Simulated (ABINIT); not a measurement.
Pd:

```
CELL_PARAMETERS angstrom
0.00000 1.94650 1.94650
1.94650 0.00000 1.94650
1.94650 1.94650 0.00000
ATOMIC_POSITIONS crystal
Pd 0.00000 0.00000 0.00000
```

Base run:

| Property | Result |
| --- | --- |
| Program | ABINIT 10.8.3 (patched build) |
| Functional | OLYP |
| Potentials or basis | JTH PAW PBE v2.0 |
| Cutoff | 626 eV |
| k mesh | 12 × 12 × 12 |
| Occupations | fermi-dirac, width 0.05 eV |
| Spin | no spin polarisation |

Its results: band gap on the k mesh none (metal or under the smearing width); pressure 5.5 GPa.

Task: The run is repeated on the same cell with these changes: functional from OLYP to PBE; potentials or basis from JTH PAW PBE v2.0 to Ansatz NC PBE; cutoff from 626 eV to 1116 eV. What comes out?

Result: Band gap on the k mesh none (metal or under the smearing width); pressure 6.9 GPa.

Caveats: the PAW data sets were made with another functional, which shifts forces and pressure a little (some runs).
